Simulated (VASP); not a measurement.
# Co (P-3m1) in VASP: further runs

The runs below take Co through single point, with LDA.

Everything below comes from runs of VASP 6.6.1. Logs are shortened: lines on timing, memory, paths and dates and some standing lists are left out, and cuts for length are marked.

**1. The structure**

Symmetry: P-3m1, No. 164, trigonal system. The conventional cell has a = 2.487 Å, b = 2.487 Å, c = 4.063 Å, α = 90.00°, β = 90.00°, γ = 120.00°. Around Co (site symmetry 3m) lie 12 Co at 2.42 to 2.55 Å.

**2. Single point, LDA, collinear spin, ferromagnetic start**

The input, INCAR:

```
SYSTEM = Co
ADDGRID = .FALSE.
ALGO = Normal
EDIFF = 1E-4
ENCUT = 460
GGA = CA
ISIF = 2
ISMEAR = -1
ISPIN = 2
LASPH = .TRUE.
LCHARG = .FALSE.
LMAXMIX = 4
LORBIT = 11
LREAL = .FALSE.
LWAVE = .FALSE.
MAGMOM = 2 2
NBANDS = 20
NELM = 100
PREC = Accurate
SIGMA = 0.1
```

The input, KPOINTS:

```
k-points
0
G
  7 7 4
  0 0 0
```

The input, POSCAR:

```
Co
1.0
    2.4873648738      0.0000000000      0.0000000000
   -1.2436824369      2.1541211692      0.0000000000
    0.0000000000      0.0000000000      4.0632895034
Co
2
Direct
    0.3333333333      0.6666666667      0.7401390000
    0.6666666667      0.3333333333      0.2598610000
```

Potentials or basis: VASP PAW LDA potentials, release 64 (Co).

Launch:

```bash
cat potpaw_LDA.64/Co/POTCAR > POTCAR
mpirun -np 1 vasp_std > vasp.out
```

OUTCAR:

```text
SYSTEM = Co
   EDIFF = 1E-4
   ENCUT = 460
   GGA = CA
   ISIF = 2
   ISMEAR = -1
   ISPIN = 2
   LASPH = .TRUE.
   LORBIT = 11
   LREAL = .FALSE.
   NELM = 100
   PREC = Accurate

 Found     28 irreducible k-points:

 Following reciprocal coordinates:
            Coordinates               Weight
  0.000000  0.000000  0.000000      1.000000
  0.142857  0.000000  0.000000      6.000000
  0.285714  0.000000  0.000000      6.000000
  0.428571  0.000000  0.000000      6.000000
  0.142857  0.142857  0.000000      6.000000
  0.285714  0.142857  0.000000     12.000000
   k-points           NKPTS =     28   k-points in BZ     NKDIM =     28   number of bands    NBANDS=     20
   number of dos      NEDOS =    301   number of ions     NIONS =      2
   total plane-waves  NPLWV =   9072
   dimension x,y,z NGX =    18 NGY =   18 NGZ =   28
   dimension x,y,z NGXF=    36 NGYF=   36 NGZF=   56
   ions per type =               2
   NGX,Y,Z   is equivalent  to a cutoff of  12.03, 12.03, 11.46 a.u.
   NGXF,Y,Z  is equivalent  to a cutoff of  24.06, 24.06, 22.91 a.u.
 SYSTEM =  Co
   PREC   = accura    normal or accurate (medium, high low for compatibility)
   ISTART =      0    job   : 0-new  1-cont  2-samecut
   ICHARG =      2    charge: 1-file 2-atom 10-const
   ISPIN  =      2    spin polarized calculation?
   LNONCOLLINEAR =      F non collinear calculations
   LSORBIT =      F    spin-orbit coupling
   LASPH  =      T    aspherical Exc in radial PAW
   ENCUT  =  460.0 eV  33.81 Ry    5.81 a.u.   4.35  4.35  7.11*2*pi/ulx,y,z
   NELM   =    100;   NELMIN=  2; NELMDL= -5     # of ELM steps
   EDIFF  = 0.1E-03   stopping-criterion for ELM
   LREAL  =      F    real-space projection
   EDIFFG = 0.1E-02   stopping-criterion for IOM
   NSW    =      0    number of steps for IOM
   IBRION =     -1    ionic relax: 0-MD 1-quasi-New 2-CG
   NFREE  =      0    steps in history (QN), initial steepest desc. (CG)
   ISIF   =      2    stress and relaxation
   ISYM   =      2    0-nonsym 1-usesym 2-fastsym
   POTIM  = 0.5000    time-step for ionic-motion
   TEBEG  =    0.0;   TEEND  =   0.0 temperature during run
   PSTRESS=    0.0 pullay stress
   NELECT =      18.0000    total number of electrons
   NUPDOWN=      -1.0000    fix difference up-down
   EMIN   =  10.00;   EMAX   =-10.00  energy-range for DOS
   EFERMI =   0.00;   METHOD = LEGACY
   ISMEAR =    -1;   SIGMA  =   0.10  broadening in eV -4-tet -1-fermi 0-gaus
   EFERMI_NEDOS =   21; number of points for ismear=-14 and -15
   IALGO  =     38    algorithm
   IMIX   =      4    mixing-type and parameters
     AMIX     =   0.40;   BMIX     =  1.00
     AMIX_MAG =   1.60;   BMIX_MAG =  1.00
  volume/ion in A,a.u.               =      10.89        73.46
  Fermi-wavevector in a.u.,A,eV,Ry     =   1.536514  2.903591 32.121660  2.360875
  Thomas-Fermi vector in A             =   2.643152
   LORBIT       =     11    0 simple, 1 ext, 2 COOP (PROOUT), +10 PAW based schemes
   GGA     = CA    functional components
   LHFCALC =     F    Hartree Fock is set to
   AEXX    =    0.0000 exact exchange contribution
   IVDW    =     0    specifies the selected vdW correction
   LEPSILON=     F    determine dielectric tensor
   LRPA    =     F    only Hartree local field effects (RPA)
 spin polarized calculation
  energy-cutoff  :      460.00
  volume of cell :       21.77
 maximum number of plane-waves:       525
 NGX is ok and might be reduce to    18
   NGX =  9   NGY =  9   NGZ = 15

 number of electron      18.0000003 magnetization       3.0297256

 Free energy of the ion-electron system (eV)
  ---------------------------------------------------
  ext. energy  EPLUGINS =         0.00000000
  ---------------------------------------------------
  free energy    TOTEN  =       -16.11988233 eV

  energy without entropy =      -16.04549688  energy(sigma->0) =      -16.08268961

 E-fermi :   9.8982     XC(G=0): -13.7140

 val. band max:        9.8931762109   @ k =   0.0000   0.0000   0.0000
 cond. band min:       9.9070700576   @ k =   0.4286   0.0000   0.2500
 fundamental gap:      0.0138938468
 Fermi energy:         9.8981506605

 spin component 1

 k-point     1 :       0.0000    0.0000    0.0000
  band No.  band energies     occupation
      1       0.9700      1.00000
      2       4.8068      1.00000
      3       7.3734      1.00000
      4       7.4350      1.00000
      5       7.4350      1.00000
      6       7.7246      1.00000
      7       7.7246      1.00000
      8       8.1787      1.00000
      9       8.1787      1.00000
     10       9.2542      0.99841
     11       9.2542      0.99841
     12       9.7126      0.86472
     13      16.0920      0.00000
     14      31.9296      0.00000
     15      34.4831      0.00000
     16      34.4831      0.00000
     17      34.8466      0.00000
     18      35.1118      0.00000
     19      35.8804      0.00000
     20      35.8804      0.00000

 k-point     2 :       0.1429    0.0000    0.0000
  band No.  band energies     occupation
      1       1.6760      1.00000
      2       5.2146      1.00000
      3       6.9758      1.00000
      4       7.4445      1.00000
      5       7.5707      1.00000
      6       7.7579      1.00000
      7       7.8083      1.00000
      8       7.8982      1.00000
      9       8.1150      1.00000
     10       8.1490      1.00000
     11       9.3272      0.99670
     12      11.9994      0.00000
     13      16.2276      0.00000
     14      27.3726      0.00000
     15      30.6411      0.00000
     16      31.7168      0.00000
     17      34.1778      0.00000
     18      35.4948      0.00000
     19      36.4083      0.00000
     20      38.5372      0.00000

 k-point     3 :       0.2857    0.0000    0.0000
  band No.  band energies     occupation
      1       3.5064      1.00000
      2       5.6478      1.00000
      3       6.2139      1.00000
      4       6.7918      1.00000
      5       7.4221      1.00000
      6       7.5923      1.00000
      7       7.7898      1.00000
      8       8.5761      1.00000
      9       8.5960      1.00000
     10       8.7626      0.99999
     11       9.4233      0.99141
     12      15.0631      0.00000
     13      16.7130      0.00000
     14      21.1245      0.00000
     15      27.1335      0.00000
     16      28.5245      0.00000
     17      29.3242      0.00000
     18      33.1506      0.00000
     19      33.9459      0.00000
     20      37.2479      0.00000

 k-point     4 :       0.4286    0.0000    0.0000
  band No.  band energies     occupation
      1       5.0070      1.00000
      2       5.3500      1.00000
      3       5.6202      1.00000
      4       7.2862      1.00000
      5       7.3498      1.00000
      6       7.5356      1.00000
      7       7.7736      1.00000
      8       9.2776      0.99799
      9       9.4015      0.99308
     10       9.4855      0.98411
     11      10.3423      0.01164
     12      14.6649      0.00000
     13      18.4127      0.00000
     14      19.5448      0.00000
     15      23.7768      0.00000
     16      24.8837      0.00000
     17      25.0566      0.00000
     18      32.0147      0.00000
     19      32.5456      0.00000
     20      35.0030      0.00000

 k-point     5 :       0.1429    0.1429    0.0000
  band No.  band energies     occupation
      1       2.9728      1.00000
      2       5.7650      1.00000
      3       6.4651      1.00000
      4       6.6566      1.00000
      5       7.3738      1.00000
      6       7.5774      1.00000
      7       8.0019      1.00000
      8       8.0629      1.00000
      9       8.4249      1.00000
     10       8.7493      0.99999
     11       9.3562      0.99559
     12      14.2162      0.00000
     13      16.6115      0.00000
     14      24.1742      0.00000
     15      24.6197      0.00000
     16      31.2044      0.00000
     17      32.0608      0.00000
     18      33.0825      0.00000
     19      33.7114      0.00000
     20      36.9487      0.00000

 k-point     6 :       0.2857    0.1429    0.0000
  band No.  band energies     occupation
      1       4.8516      1.00000
      2       5.7517      1.00000
      3       5.8700      1.00000
      4       6.5676      1.00000
      5       7.2192      1.00000
      6       7.6500      1.00000
      7       7.6918      1.00000
      8       8.6594      1.00000
      9       9.2022      0.99905
     10       9.3730      0.99479
     11      10.0362      0.20090
     12      16.9940      0.00000
     13      17.3699      0.00000
     14      19.3665      0.00000
     15      22.2076      0.00000
     16      26.3651      0.00000
     17      27.7479      0.00000
     18      29.8704      0.00000
     19      31.8434      0.00000
     20      36.4841      0.00000

 [... further k-points ...]

 spin component 2

 k-point     1 :       0.0000    0.0000    0.0000
  band No.  band energies     occupation
      1       1.1470      1.00000
      2       5.6722      1.00000
      3       8.7413      0.99999
      4       8.8150      0.99998
      5       8.8150      0.99998
      6       9.1360      0.99951
      7       9.1360      0.99951
      8       9.6786      0.89984
      9       9.6786      0.89984
     10       9.8932      0.51243
     11      10.8361      0.00008
     12      10.8361      0.00008
     13      17.0227      0.00000
     14      31.9641      0.00000
     15      34.8964      0.00000
     16      34.8964      0.00000
     17      34.9579      0.00000
     18      35.1993      0.00000
     19      36.2930      0.00000
     20      36.2930      0.00000

 k-point     2 :       0.1429    0.0000    0.0000
  band No.  band energies     occupation
      1       1.8574      1.00000
      2       6.1297      1.00000
      3       8.2449      1.00000
      4       8.5006      1.00000
      5       8.9124      0.99995
      6       9.1662      0.99934
      7       9.2267      0.99879
      8       9.3332      0.99649
      9       9.5175      0.97826
     10       9.5886      0.95673
     11      10.9201      0.00004
     12      12.8566      0.00000
     13      17.1074      0.00000
     14      27.7844      0.00000
     15      31.0396      0.00000
     16      31.9886      0.00000
     17      34.3953      0.00000
     18      35.5701      0.00000
     19      36.6196      0.00000
     20      38.9571      0.00000

 k-point     3 :       0.2857    0.0000    0.0000
  band No.  band energies     occupation
      1       3.7529      1.00000
      2       6.7233      1.00000
      3       7.2521      1.00000
      4       7.9114      1.00000
      5       8.7198      0.99999
      6       9.0145      0.99985
      7       9.1357      0.99951
      8      10.0295      0.21194
      9      10.0604      0.16491
     10      10.2686      0.02401
     11      11.0279      0.00001
     12      15.8059      0.00000
     13      17.4318      0.00000
     14      21.6924      0.00000
     15      27.4792      0.00000
     16      28.9029      0.00000
     17      29.7701      0.00000
     18      33.6129      0.00000
     19      34.0790      0.00000
     20      37.6620      0.00000

 k-point     4 :       0.4286    0.0000    0.0000
  band No.  band energies     occupation
      1       5.6913      1.00000
      2       6.4197      1.00000
      3       6.6932      1.00000
      4       8.0595      1.00000
      5       8.7459      0.99999
      6       8.8241      0.99998
      7       9.1060      0.99964
      8      10.8428      0.00008
      9      10.9904      0.00002
     10      11.0775      0.00001
     11      11.6002      0.00000
     12      15.4411      0.00000
     13      18.9949      0.00000
     14      20.0697      0.00000
     15      24.3294      0.00000
     16      25.3314      0.00000
     17      25.4356      0.00000
     18      32.4031      0.00000
     19      32.7718      0.00000
     20      35.3594      0.00000

 k-point     5 :       0.1429    0.1429    0.0000
  band No.  band energies     occupation
      1       3.1786      1.00000
      2       6.7744      1.00000
      3       7.5357      1.00000
      4       7.8244      1.00000
      5       8.6995      0.99999
      6       8.9747      0.99990
      7       9.3841      0.99418
      8       9.5107      0.97965
      9       9.8815      0.54142
     10      10.2240      0.03701
     11      10.9517      0.00003
     12      14.9979      0.00000
     13      17.3845      0.00000
     14      24.6525      0.00000
     15      25.0858      0.00000
     16      31.4108      0.00000
     17      32.4473      0.00000
     18      33.4727      0.00000
     19      34.0487      0.00000
     20      37.3413      0.00000

 k-point     6 :       0.2857    0.1429    0.0000
  band No.  band energies     occupation
      1       5.2649      1.00000
      2       6.8540      1.00000
      3       6.9475      1.00000
      4       7.5919      1.00000
      5       8.5587      1.00000
      6       8.9646      0.99991
      7       9.0381      0.99982
      8      10.1457      0.07762
      9      10.7487      0.00020
     10      10.9636      0.00002
     11      11.4289      0.00000
     12      17.6271      0.00000
     13      18.0476      0.00000
     14      19.9513      0.00000
     15      22.6563      0.00000
     16      26.8125      0.00000
     17      28.2049      0.00000
     18      30.1933      0.00000
     19      32.2445      0.00000
     20      36.8962      0.00000

 [... further k-points ...]

------------------------ aborting loop because EDIFF is reached ----------------------------------------

  FORCE on cell =-STRESS in cart. coord.  units (eV):
  Direction    XX          YY          ZZ          XY          YZ          ZX
  --------------------------------------------------------------------------------------
  -------------------------------------------------------------------------------------
  Total       -2.4544248     -2.4544248     -2.7754280      0.0000000      0.0000000      0.0000000
  in kB     -180.6229482   -180.6229482   -204.2458063      0.0000000      0.0000000      0.0000000
  external PRESSURE =    -188.4972342 kB  Pullay stress =       0.0000000 kB

 VOLUME and BASIS-vectors are now :
 -----------------------------------------------------------------------------
  energy-cutoff  :      460.00
  volume of cell :       21.77
      direct lattice vectors                 reciprocal lattice vectors
     2.487364874  0.000000000  0.000000000     0.402031889  0.232113220  0.000000000
    -1.243682437  2.154121169  0.000000000     0.000000000  0.464226439  0.000000000
     0.000000000  0.000000000  4.063289503     0.000000000  0.000000000  0.246106018

 POSITION                                       TOTAL-FORCE (eV/Angst)
 -----------------------------------------------------------------------------------
     -0.00000      1.43608      3.00740        -0.000000      0.000000      0.441301
      1.24368      0.71804      1.05589         0.000000      0.000000     -0.441301
 -----------------------------------------------------------------------------------
    total drift:                                0.000000     -0.000000     -0.000000

  FREE ENERGIE OF THE ION-ELECTRON SYSTEM (eV)
  ---------------------------------------------------
  free  energy   TOTEN  =       -16.1198823313 eV

  energy  without entropy=      -16.0454968842  energy(sigma->0) =      -16.08268961

 total charge

# of ion       s       p       d       tot
------------------------------------------
    1        0.488   0.513   7.282   8.283
    2        0.488   0.513   7.282   8.283
--------------------------------------------------
tot          0.976   1.026  14.564  16.566

 magnetization (x)

# of ion       s       p       d       tot
------------------------------------------
    1       -0.012  -0.034   1.564   1.517
    2       -0.012  -0.034   1.564   1.517
--------------------------------------------------
tot         -0.025  -0.069   3.128   3.034
```

Run time: 12 s. Hardware: 1 thread of Intel Xeon Platinum 8488C (Sapphire Rapids), shared host; peak memory 0.13 GiB.

The run converged, but some of its settings lie outside the range that counts as converged, so its numbers aren't taken as properties of the crystal.

What came out:

| Property | Result |
| --- | --- |
| Free energy | -16.1199 eV |
| Pressure | -18.8 GPa |
| Largest force | 0.441 eV/Å |
| Band gap on the k mesh | none (metal or under the smearing width) |
| Net moment | 3.03 μB per cell |
| Site moments | Co +1.52 μB |
| Valence electrons inside the program's atomic spheres | Co 8.28 |

Caveat: the k mesh is coarse (spacing up to 0.42 Å⁻¹), so the values aren't converged.

**3. Single point, LDA, collinear spin, ferromagnetic start**

INCAR is that of step 2.

KPOINTS is that of step 2.

The input, POSCAR:

```
Co
1.0
    2.4873648738      0.0000000000      0.0000000000
   -1.2436824369      2.1541211692      0.0000000000
    0.0000000000      0.0000000000      4.0632895034
Co
2
Direct
    0.3275520000      0.6759820000      0.7288160000
    0.6891290000      0.3188900000      0.2643300000
```

Potentials or basis: VASP PAW LDA potentials, release 64 (Co).

Launch:

```bash
cat potpaw_LDA.64/Co/POTCAR > POTCAR
mpirun -np 1 vasp_std > vasp.out
```

Run time: 31 s. Hardware: 1 thread of Intel Xeon Platinum 8488C (Sapphire Rapids), shared host; peak memory 0.16 GiB.

These settings aren't checked as converged: the numbers below hold their error.

What came out:

| Property | Result |
| --- | --- |
| Free energy | -16.0635 eV |
| Pressure | -16.8 GPa |
| Largest force | 0.937 eV/Å |
| Band gap on the k mesh | none (metal or under the smearing width) |
| Net moment | 3.03 μB per cell |
| Site moments | Co +1.51 μB |
| Valence electrons inside the program's atomic spheres | Co 8.30 |

Caveat: the k mesh is coarse (spacing up to 0.42 Å⁻¹), so the values aren't converged.

**4. Single point, LDA, collinear spin, ferromagnetic start**

INCAR: that of step 3 with these lines changed.

```diff
@@ -3,3 +3,3 @@
 ALGO = Normal
-EDIFF = 1E-4
+EDIFF = 1E-5
 ENCUT = 460
```

KPOINTS is that of step 3.

The input, POSCAR:

```
Co
1.0
    2.4873648738      0.0000000000      0.0000000000
   -1.2436824369      2.1541211692      0.0000000000
    0.0000000000      0.0000000000      4.0632895034
Co
2
Direct
    0.3333333333      0.6666666667      0.7401390000
    0.6666666667      0.3333333333      0.2598610000
```

Launch:

```bash
cat potpaw_LDA.64/Co/POTCAR > POTCAR
mpirun -np 1 vasp_std > vasp.out
```

Wall time 12 s (1 thread of Intel Xeon Platinum 8488C (Sapphire Rapids), shared host); peak memory 0.12 GiB.

The run converged, but some of its settings lie outside the range that counts as converged, so its numbers aren't taken as properties of the crystal.

Results:

| Property | Result |
| --- | --- |
| Free energy | -16.1199 eV |
| Pressure | -18.9 GPa |
| Largest force | 0.442 eV/Å |
| Band gap on the k mesh | none (metal or under the smearing width) |
| Net moment | 3.03 μB per cell |
| Site moments | Co +1.52 μB |
| Valence electrons inside the program's atomic spheres | Co 8.28 |

Caveat: the k mesh is coarse (spacing up to 0.42 Å⁻¹), so the values aren't converged.

(Continued in part 2 of 2.)
